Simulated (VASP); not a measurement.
# CaSe, band structure: which settings are enough?

CaSe, Fm-3m (no. 225), 2 atoms in the cell. RevPBE; PAW potentials Se, Ca_sv (PBE set). VASP 6.6.1.

Wanted: band energies at the path's corners within 0.02 eV; smallest gap over path and mesh within 0.01 eV.

What the run is for: bands; Accuracy asked: standard; Route: fixed density (ICHARG 11).

Band energies at the path's corners: counted from the valence top.

POSCAR:
```
CaSe
1.0
    0.0000000000      2.9560000000      2.9560000000
    2.9560000000      0.0000000000      2.9560000000
    2.9560000000      2.9560000000      0.0000000000
Se Ca
1 1
Direct
    0.5000000000      0.5000000000      0.5000000000
    0.0000000000      0.0000000000      0.0000000000
```

The series start from Plane-wave cutoff (eV): 300; k-point mesh: 5 × 5 × 5; k points a path segment: 12; Electronic threshold (eV): 1e-6; Precision mode (PREC): Accurate; Bands in all (NBANDS): 20; Aspherical gradient terms in the spheres (LASPH): yes. Each series keeps the choices made before it, and each single choice may use up half of a tolerance. Times cover all steps of a run.

## Plane-wave cutoff (eV)

| Plane-wave cutoff (eV) | Band energies at the path's corners, largest deviation (eV) | Smallest gap over path and mesh (eV) | Time (s) |
|---|---|---|---|
| 210 | 0.079 | 2.111 | 26 |
| 260 | 0.007 | 2.097 | 26 |
| 300 | 0.003 | 2.098 | 30 |
| 340 | 0.002 | 2.098 | 58 |
| 420 | 0.001 | 2.098 | 59 |
| 520 (reference) | 0.000 | 2.099 | 66 |

Chosen: 260, the loosest value from which every tighter one stays within half of the tolerance.

## k-point mesh

| k-point mesh | Band energies at the path's corners, largest deviation (eV) | Smallest gap over path and mesh (eV) | Time (s) |
|---|---|---|---|
| 2 × 2 × 2 | 0.271 | 1.940 | 30 |
| 3 × 3 × 3 | 0.052 | 2.068 | 26 |
| 4 × 4 × 4 | 0.013 | 2.092 | 30 |
| 5 × 5 × 5 | 0.004 | 2.097 | 26 |
| 7 × 7 × 7 | 0.000 | 2.100 | 38 |
| 8 × 8 × 8 (reference) | 0.000 | 2.100 | 35 |

Chosen: 5 × 5 × 5.

## Electronic threshold (eV)

| Electronic threshold (eV) | Band energies at the path's corners, largest deviation (eV) | Smallest gap over path and mesh (eV) | Time (s) |
|---|---|---|---|
| 0.001 | 0.007 | 2.093 | 18 |
| 0.0001 | 0.007 | 2.092 | 14 |
| 1e-5 | 0.000 | 2.097 | 20 |
| 1e-6 | 0.000 | 2.097 | 17 |
| 1e-7 (reference) | 0.000 | 2.098 | 23 |

Chosen: 1e-5.

## Precision mode (PREC)

| Precision mode (PREC) | Band energies at the path's corners, largest deviation (eV) | Smallest gap over path and mesh (eV) | Time (s) |
|---|---|---|---|
| SingleN | 0.006 | 2.100 | 11 |
| Normal | 0.001 | 2.098 | 10 |
| Accurate (reference) | 0.000 | 2.097 | 20 |

Chosen: SingleN.

## Bands in all (NBANDS)

| Bands in all (NBANDS) | Band energies at the path's corners, largest deviation (eV) | Smallest gap over path and mesh (eV) | Time (s) |
|---|---|---|---|
| 10 | 0.096 | 2.100 | 6.3 |
| 11 | 0.042 | 2.100 | 9.5 |
| 12 | 0.003 | 2.100 | 8.2 |
| 14 | 0.000 | 2.100 | 10 |
| 20 | 0.000 | 2.100 | 11 |
| 30 (reference) | 0.000 | 2.100 | 13 |

Chosen: 12.

## Aspherical gradient terms in the spheres (LASPH)

| Aspherical gradient terms in the spheres (LASPH) | Band energies at the path's corners, largest deviation (eV) | Smallest gap over path and mesh (eV) | Time (s) |
|---|---|---|---|
| yes | 0.000 | 2.100 | 8.2 |
| no | 0.000 | 2.100 | 5.2 |

Chosen: yes; no would be accurate enough too and is faster here.

Also changed on the way, by series that aren't shown: k points a path segment: 5.

## All choices together

| Input | Band energies at the path's corners, largest deviation (eV) | Smallest gap over path and mesh (eV) | Time (s) |
|---|---|---|---|
| the program's defaults (naive) | 0.014 | 2.076 | 14 |
| chosen settings | 0.011 | 2.100 | 8.2 |
| reference settings throughout | 0.000 | 2.101 | 276 |

The tolerance is met.

## The input

INCAR.step1:
```
ALGO     = Normal         # electronic algorithm
EDIFF    = 1E-5           # SCF threshold, eV
EFERMI   = MIDGAP       
ENCUT    = 260            # plane-wave cutoff, eV
GGA      = RE             # functional
GGA_COMPAT= False        
ISMEAR   = 0              # smearing method
LASPH    = True           # aspherical terms in the spheres
LCHARG   = True           # write CHGCAR
LREAL    = False          # projectors in reciprocal space
LWAVE    = False          # write WAVECAR
NBANDS   = 12             # bands
NELM     = 120            # most SCF steps
PREC     = SingleN        # precision mode
SIGMA    = 0.03           # smearing width, eV
```

INCAR.step2, as INCAR.step1 but for:
```
- LCHARG = True
+ ICHARG = 11
+ LCHARG = False
```

KPOINTS.step1:
```
Automatic mesh
0
Gamma
  5 5 5
  0 0 0
```

KPOINTS.step2:
```
path GXWKGLUWLK,UX
5
line-mode
reciprocal
 0.0000000000  0.0000000000  0.0000000000  G
 0.5000000000  0.0000000000  0.5000000000  X

 0.5000000000  0.0000000000  0.5000000000  X
 0.5000000000  0.2500000000  0.7500000000  W

 0.5000000000  0.2500000000  0.7500000000  W
 0.3750000000  0.3750000000  0.7500000000  K

 0.3750000000  0.3750000000  0.7500000000  K
 0.0000000000  0.0000000000  0.0000000000  G

 0.0000000000  0.0000000000  0.0000000000  G
 0.5000000000  0.5000000000  0.5000000000  L

 0.5000000000  0.5000000000  0.5000000000  L
 0.6250000000  0.2500000000  0.6250000000  U

 0.6250000000  0.2500000000  0.6250000000  U
 0.5000000000  0.2500000000  0.7500000000  W

 0.5000000000  0.2500000000  0.7500000000  W
 0.5000000000  0.5000000000  0.5000000000  L

 0.5000000000  0.5000000000  0.5000000000  L
 0.3750000000  0.3750000000  0.7500000000  K

 0.6250000000  0.2500000000  0.6250000000  U
 0.5000000000  0.0000000000  0.5000000000  X
```

Commands (each step's output is kept before the next begins):
```
cat potpaw_PBE.64/Se/POTCAR potpaw_PBE.64/Ca_sv/POTCAR > POTCAR
cp INCAR.step1 INCAR
cp KPOINTS.step1 KPOINTS
mpirun -np 1 vasp_std > vasp.out
cp INCAR.step2 INCAR
cp KPOINTS.step2 KPOINTS
mpirun -np 1 vasp_std > vasp.out
```

Limits: revPBE gaps are mostly well below measured ones.

The chosen input took VASP 6.6.1 8.2 s on 1 core (Intel Xeon Platinum 8259CL @ 2.50GHz (Skylake/Cascade Lake)), a shared host.

## An input that fails: fixed density asked without a density file

VASP's message: ERROR: charge density could not be read from file CHGCAR for ICHARG>10.

Changes against the starting input:
```
- LCHARG = True
- NELM = 120
+ LCHARG = False
+ NELM = 71
+ ICHARG = 11
```
